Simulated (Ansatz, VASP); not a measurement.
# H8C5 in two plane-wave programs

Wanted: the spread between two codes on one cell, functional and k mesh. The structure shown is frame 67 of Ansatz's trajectory.

Method: plane waves, with VASP 6.6.1 beside it; single point at PBE with D3(BJ), in Ansatz 0.2.0.

### 1. Starting point

The cell holds 26 atoms: 10 C and 16 H. Its edges and angles: a = 13.826 Å, b = 13.826 Å, c = 13.826 Å, α = 90.0°, β = 90.0°, γ = 90.0°. It derives from C (diamond-structure). As first built, before any earlier steps moved the atoms (in the runner's words): octahedron of size parameter 4.7 A cut from diamond-structure C (a = 3.567 A), atoms with fewer than two neighbours dropped, broken bonds capped with H; minimised with a classical potential. Vacuum lies along a, b and c.

### 2. Ansatz: dynamics, PBE with D3(BJ)

Ansatz runs on its default PAW (the set named soft_2) files.

One frame of this run of dynamics is then solved in both programs, so the motion causes no difference.

Input file input.yaml:

```yaml
crystal:
  lattice:
    - [13.82562, 0.0, 0.0]
    - [0.0, 13.82562, 0.0]
    - [0.0, 0.0, 13.82562]
  atoms:
    - { symbol: C, position: [0.43557, 0.43557, 0.43557] }
    - { symbol: C, position: [0.3708, 0.5, 0.5] }
    - { symbol: C, position: [0.43557, 0.56443, 0.56443] }
    - { symbol: C, position: [0.5, 0.3708, 0.5] }
    - { symbol: C, position: [0.56443, 0.43557, 0.56443] }
    - { symbol: C, position: [0.5, 0.5, 0.3708] }
    - { symbol: C, position: [0.56443, 0.56443, 0.43557] }
    - { symbol: C, position: [0.5, 0.5, 0.6292] }
    - { symbol: C, position: [0.5, 0.6292, 0.5] }
    - { symbol: C, position: [0.6292, 0.5, 0.5] }
    - { symbol: H, position: [0.39011, 0.39011, 0.39011] }
    - { symbol: H, position: [0.32395, 0.45517, 0.54483] }
    - { symbol: H, position: [0.32395, 0.54483, 0.45517] }
    - { symbol: H, position: [0.39011, 0.60989, 0.60989] }
    - { symbol: H, position: [0.54483, 0.32395, 0.45517] }
    - { symbol: H, position: [0.45517, 0.32395, 0.54483] }
    - { symbol: H, position: [0.60989, 0.39011, 0.60989] }
    - { symbol: H, position: [0.45517, 0.54483, 0.32395] }
    - { symbol: H, position: [0.54483, 0.45517, 0.32395] }
    - { symbol: H, position: [0.60989, 0.60989, 0.39011] }
    - { symbol: H, position: [0.45517, 0.45517, 0.67605] }
    - { symbol: H, position: [0.54483, 0.54483, 0.67605] }
    - { symbol: H, position: [0.45517, 0.67605, 0.45517] }
    - { symbol: H, position: [0.54483, 0.67605, 0.54483] }
    - { symbol: H, position: [0.67605, 0.54483, 0.54483] }
    - { symbol: H, position: [0.67605, 0.45517, 0.45517] }
kpoints:
  mp_grid: { grid: [1, 1, 1] }
hamiltonian:
  xc: pbe
  dispersion: d3bj
scf:
  occupations: { method: gaussian, width: 0.05 }
output:
  forces: true
md:
  timestep: 0.5
  n_steps: 200
  ensemble: nvt_nose_hoover
  temperature: 600
  initial_velocities: maxwell_boltzmann
  seed: 1055
```

The run is started by

```bash
$ ansatz run input.yaml --threads 4 --pin off --max-ram 8192MiB --backend cpu --events-out ev --progress --plain --runs-dir out
```

Numbers of over 12 decimals in the logs are rounded to 6 here.

The program printed:

```text
Warning: md: disabling space-group detection — thermal motion breaks the input geometry's symmetry, so no spatial operation reduces the k-mesh or symmetrises the density; time reversal is kept, so that k and −k are solved as one point where they differ and the mesh holds both, and exact exchange and, on two spinor components, a DFT+U term hold to it where the run has them: on two components no moment then forms, and  [...]
Engine: ansatz 0.2.0, aarch64-unknown-linux-gnu
Pseudopotentials: kind: paw
Pseudopotential: C, paw, valence charge 4, recommended cutoff 420 eV (normal), C.paw.azcp
Pseudopotential: H, paw, valence charge 1, recommended cutoff 420 eV (normal), H.paw.azcp
Functional definition: PBE
  parameter kappa = 0.804
  parameter beta = 0.066725
  exchange = pbe_x(kappa = kappa, mu = beta*pi^2/3)
  correlation = pbe_c(beta = beta)
Crystal: 26 atoms, lattice volume = 2642.736 Å³
Basis set: ecut = 420 eV, 51627 PW (Γ), exchange–correlation on 192×192×192 points (8 copies of the dense FFT grid, shifted against one another)
Bands: 54, of which v1, the nominal top of the filled ones, is band 28 counted from 1 (27 counted from 0)
Symmetry: 1 space group operations
k-points: 1
Non-local potential: C, projectors of the file, l = 0: 2, l = 1: 2, l = 2: 1
Non-local potential: H, projectors of the file, l = 0: 2, l = 1: 1
PAW form: soft (Blöchl's): semilocal exchange-correlation on the pseudo side does not see the compensation charge
PAW one-centre angular grid: C, 110 points (default); XC on 64 Gauss nodes
PAW one-centre angular grid: H, 110 points (default); XC on 64 Gauss nodes
Initial density: superposition of atomic densities (neutral atoms: chi_scale 0, normalization atom), corrected by the library's trained network
Initial wavefunctions: pseudopotential atomic-orbital guess
Functional: x = pbe(κ = 0.804, μ = 0.219515), c = pbe(β = 0.066725)
SCF iter   1: F=—  HF=-2768.005130 eV  |F-HF|=—  |Δ(HF+E_count)|=         —  Δρ=1.80e-3  dr2=2.85e-1  ethr=1.77e-3  ⟨swp⟩=11.0  Hψ=382  notcnv=0  defer=3
preconditioner: auto → Resta (q_TF=auto, 1.435 Å⁻¹)  ε∞=1.2  [insulator: Δε(μ)=5.972 eV  Ē_g=12.514 eV  σ=0.050 eV  W_gap=1.00  n_scr=122 (ndim 8)  ℏωp=5.3 eV  f_vac=0.861  D(μ)=0.00/eV (n_scr^D=0)  ε∞_Penn≈1.2  vacuum switching on, ρ_ref=1.1e-2 e/Å³]
SCF iter   2: F=—  HF=-2767.934037 eV  |F-HF|=—  |Δ(HF+E_count)|=   7.11e-2  Δρ=1.23e-3  dr2=5.34e-2  ethr=5.09e-4  ⟨swp⟩=2.0  Hψ=91  notcnv=0  defer=20
SCF iter   3: F=—  HF=-2767.931060 eV  |F-HF|=—  |Δ(HF+E_count)|=   2.98e-3  Δρ=3.28e-4  dr2=8.16e-3  ethr=9.54e-5  ⟨swp⟩=2.0  Hψ=59  notcnv=0  defer=20
SCF iter   4: F=—  HF=-2767.935334 eV  |F-HF|=—  |Δ(HF+E_count)|=   4.27e-3  Δρ=9.24e-5  dr2=1.57e-4  ethr=1.46e-5  ⟨swp⟩=3.0  Hψ=61  notcnv=0  defer=20
SCF iter   5: F=—  HF=-2767.935612 eV  |F-HF|=—  |Δ(HF+E_count)|=   2.78e-4  Δρ=2.23e-5  dr2=2.96e-5  ethr=2.80e-7  ⟨swp⟩=3.0  Hψ=89  notcnv=0  defer=20
SCF iter   6: F=—  HF=-2767.935682 eV  |F-HF|=—  |Δ(HF+E_count)|=   6.98e-5  Δρ=5.53e-6  dr2=1.63e-6  ethr=5.29e-8  ⟨swp⟩=2.0  Hψ=53  notcnv=0  defer=20
SCF iter   7: F=—  HF=-2767.935929 eV  |F-HF|=—  |Δ(HF+E_count)|=   2.47e-4  Δρ=2.59e-6  dr2=1.81e-7  ethr=2.92e-9  ⟨swp⟩=2.0  Hψ=78  notcnv=0  defer=20
SCF iter   8: F=-2767.935929 eV  HF=-2767.935929 eV  |F-HF|=5.30e-8  |Δ(HF+E_count)|=   1.20e-8  Δρ=5.81e-7  dr2=3.80e-9  ethr=4.64e-11  ⟨swp⟩=5.0  Hψ=162  notcnv=0
SCF 1 converged in 8 iterations: F = -2767.935929 eV  dr2 = 3.80e-9
  greatest PAW one-centre occupation: 0.653 electrons in one spin orbital (limit 2), on the C atom at site 8 (counted from 0), in its partial waves of l = 0
md step     0: t =     0.00 fs  T =   600.0 K  F+E_penalty+E_count = -2767.93592910 eV  E_kin = 1.938900 eV  conserved = -2765.99702911 eV  (8 SCF iters)
[... from here on, the SCF cycles and remarks between the steps are left out ...]
md step   184: t =    92.00 fs  T =   358.9 K  F+E_penalty+E_count = -2766.76546203 eV  E_kin = 1.159872 eV  conserved = -2765.98987606 eV  (3 SCF iters)
md step   185: t =    92.50 fs  T =   332.2 K  F+E_penalty+E_count = -2766.67429708 eV  E_kin = 1.073596 eV  conserved = -2765.98794312 eV  (3 SCF iters)
md step   186: t =    93.00 fs  T =   313.6 K  F+E_penalty+E_count = -2766.61031607 eV  E_kin = 1.013417 eV  conserved = -2765.98689194 eV  (4 SCF iters)
md step   187: t =    93.50 fs  T =   308.0 K  F+E_penalty+E_count = -2766.58965987 eV  E_kin = 0.995263 eV  conserved = -2765.98703002 eV  (3 SCF iters)
md step   188: t =    94.00 fs  T =   314.9 K  F+E_penalty+E_count = -2766.61036705 eV  E_kin = 1.017629 eV  conserved = -2765.98800694 eV  (3 SCF iters)
md step   189: t =    94.50 fs  T =   329.9 K  F+E_penalty+E_count = -2766.65730853 eV  E_kin = 1.066150 eV  conserved = -2765.98914767 eV  (3 SCF iters)
md step   190: t =    95.00 fs  T =   347.5 K  F+E_penalty+E_count = -2766.71209003 eV  E_kin = 1.122977 eV  conserved = -2765.98994955 eV  (7 SCF iters)
md step   191: t =    95.50 fs  T =   363.4 K  F+E_penalty+E_count = -2766.76086430 eV  E_kin = 1.174372 eV  conserved = -2765.99030187 eV  (4 SCF iters)
md step   192: t =    96.00 fs  T =   375.4 K  F+E_penalty+E_count = -2766.79654016 eV  E_kin = 1.213054 eV  conserved = -2765.99037068 eV  (4 SCF iters)
md step   193: t =    96.50 fs  T =   382.6 K  F+E_penalty+E_count = -2766.81677364 eV  E_kin = 1.236438 eV  conserved = -2765.99035796 eV  (4 SCF iters)
md step   194: t =    97.00 fs  T =   385.0 K  F+E_penalty+E_count = -2766.82127342 eV  E_kin = 1.244141 eV  conserved = -2765.99031362 eV  (3 SCF iters)
md step   195: t =    97.50 fs  T =   382.9 K  F+E_penalty+E_count = -2766.81111072 eV  E_kin = 1.237327 eV  conserved = -2765.99010555 eV  (3 SCF iters)
md step   196: t =    98.00 fs  T =   377.6 K  F+E_penalty+E_count = -2766.79049474 eV  E_kin = 1.220362 eV  conserved = -2765.98954767 eV  (3 SCF iters)
md step   197: t =    98.50 fs  T =   372.3 K  F+E_penalty+E_count = -2766.76921423 eV  E_kin = 1.203051 eV  conserved = -2765.98861098 eV  (3 SCF iters)
md step   198: t =    99.00 fs  T =   371.5 K  F+E_penalty+E_count = -2766.76260193 eV  E_kin = 1.200447 eV  conserved = -2765.98759221 eV  (3 SCF iters)
md step   199: t =    99.50 fs  T =   380.0 K  F+E_penalty+E_count = -2766.78666723 eV  E_kin = 1.228048 eV  conserved = -2765.98706113 eV  (3 SCF iters)
md step   200: t =   100.00 fs  T =   400.3 K  F+E_penalty+E_count = -2766.84953454 eV  E_kin = 1.293568 eV  conserved = -2765.98750936 eV  (7 SCF iters)
SCF converged after 7 iterations
Free energy (F): -2766.849535 eV
Harris-Foulkes:  -2766.849535 eV  (|F-HF|=4.71e-10)
Internal energy: -2766.849535 eV  (E = F + TS)
E sigma→0 (E₀):  -2766.849535 eV
Fermi energy:    -3.056641 eV
--- Per-component energies (eV) ---
  E_band       = -621.952084
  E_kinetic    = 1137.300107
  E_local      = -12287.271717  (includes V_loc(G=0)·N_el)
  E_nonlocal   = 295.612427
  E_hartree    = 5548.244223
  E_xc         = -627.938469
  E_vxc        = -785.138579  (∫ρ·V_xc dr)
  E_paw        = -1002.161047  (= ΣΔE_a)
  E_vpaw       = -78.919890  (= ΣTr[D̂ρ^β])
  E_aug_tail   = -0.022200  (compensation charges beyond the density's cutoff)
  E_ewald      = 4170.242181
  E_disp       = -0.855040  (pairwise vdW)
  E_smearing   = -0.000000  (= −TS)
  E_closure    = 0.000000  (closes the sum)
  Σ components = -2766.849535   (vs F -2766.849535, Δ=0.00e0)
--- Forces (eV/Å), atoms counted from 1 ---
  atom   1  C     -2.39479163     0.89665817    -1.71107121
  atom   2  C      2.90890429     1.18623936     0.20141092
  atom   3  C     -0.16626481    -0.39305712    -2.38907751
  atom   4  C     -0.08337004    -0.05148409     0.96976302
  atom   5  C     -1.54933640     1.50809187    -1.06699379
  atom   6  C      0.41920647     0.41414477    -0.71276202
  atom   7  C     -2.10660248    -0.74843270     0.31307787
  atom   8  C      1.36801613    -1.14775917    -1.28799896
  atom   9  C     -0.41589342     0.14012067    -0.06773941
  atom  10  C     -1.51511545     0.46153548     1.05764589
  atom  11  H      1.02236070     0.13041224     1.18958657
  atom  12  H     -1.21410514    -0.87984155     0.49587347
  atom  13  H     -0.81683215     0.20694430    -0.37854453
  atom  14  H     -1.28875812     0.47812145     1.35306297
  atom  15  H      0.05793983    -0.12006778     0.08278094
  atom  16  H      0.48084037     0.15317810    -0.14275227
  atom  17  H      1.39360409    -1.54867184     1.19245375
  atom  18  H      0.64529161    -0.86212304     1.26384527
  atom  19  H      0.28036361     0.18885468     0.41565800
  atom  20  H      1.01691355     0.57256717    -0.38188117
  atom  21  H     -0.75827592    -0.06662846     0.24369102
  atom  22  H      0.44129188     0.62539185     0.67282489
  atom  23  H      1.19291972    -0.80347525     0.99550080
  atom  24  H     -0.02561095     0.20431081    -0.95422814
  atom  25  H     -0.11878719     0.48339624     0.33554833
  atom  26  H      1.22603096    -1.02839347    -1.68969268
  max |Σ_I F_I| component: 6.05e-5 eV/Å
--- MD trajectory: 200 steps, t = 0.0 → 100.0 fs ---
  final state: T = 400.3 K   F+E_penalty+E_count = -2766.84953454 eV   E_kin = 1.293568 eV
  conserved energy: peak-to-peak 1.031e-2 eV (3.964e-4 eV/atom) over 100.0 fs
```

The column dr2 measures how far the density is from self-consistency, as an energy; F and HF (Harris–Foulkes) agree once it is small.

(Continued in part 2 of 2.)

[Lines on the potential files, build, host, timing and source positions are cut from VASP's logs without a mark.]

[Logs are printed without paths, hosts, clocks, repeated set-up lines and the standing remarks that a program may print on its own settings, such as how far it seeks lower states.]

[Hosts, paths, dates, database ids (printed as entryN), source tags and the programs' standing remarks are cut or masked in the printed files.]
